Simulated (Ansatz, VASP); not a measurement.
**One calculation of PbSe, two programs**

File INCAR:

```
  PREC = Accurate
  ENCUT = 520
  EDIFF = 1E-6
  ISMEAR = -1
  SIGMA = 0.05
  LREAL = False
  LASPH = True
  NELM = 60
  ALGO = Normal
  ISIF = 2
  LWAVE = False
  LCHARG = True
  GGA = CA
  LELF = True
  LVHAR = True
  NBANDS = 17
```

KPOINTS

```
regular mesh
0
Gamma
  7 7 7
```

The input POSCAR:

```
PbSe
1.0
    3.8093844655      0.0000000000      0.0000000000
    0.0000000000      3.8093844655      0.0000000000
    0.0000000000      0.0000000000      3.8093844655
Pb Se
1 1
Direct
    0.0000000000      0.0000000000      0.0000000000
    0.5000000000      0.5000000000      0.5000000000
```

The input input.yaml:

```yaml
crystal:
  lattice:
    - [3.8093844655, 0.0, 0.0]
    - [0.0, 3.8093844655, 0.0]
    - [0.0, 0.0, 3.8093844655]
  atoms:
    - { symbol: Pb, position: [0.0, 0.0, 0.0] }
    - { symbol: Se, position: [0.5, 0.5, 0.5] }
kpoints:
  mp_grid: { grid: [7, 7, 7] }
scf:
  occupations: { method: fermi_dirac, width: 0.05 }
hamiltonian:
  xc: lda
  pseudopotentials: { kind: all_electron, lapw: { basis_error: 0.001 } }
output:
  forces: true
  stress: true
  eigenvalues: true
```

Change from the starting cell: volume scaled by 1.02.

Alike in both runs: task single point; functional LDA; k mesh 7 × 7 × 7; occupations fermi-dirac, width 0.05 eV; no spin polarisation.

|  | VASP | Ansatz |
| --- | --- | --- |
| version | VASP 6.6.1 | Ansatz 0.2.0 |
| potentials or method | VASP PAW LDA potentials, release 64 (Pb_d, Se) | all-electron LAPW, scalar-relativistic |
| plane-wave cutoff (eV) | 520 | see its input |

|  | VASP | Ansatz | Ansatz less VASP |
| --- | --- | --- | --- |
| gap on the k mesh at the Fermi level (eV) | none | none | - |
| pressure (GPa) | -5.5 | -5.6 | -0.06 |

A gap of «none» marks a metal or a gap that the smearing closes. Ansatz ran all-electron here, so the differences hold the error of VASP's frozen core and of both bases.

Spin-orbit coupling is left out, which matters for the levels of Pb.
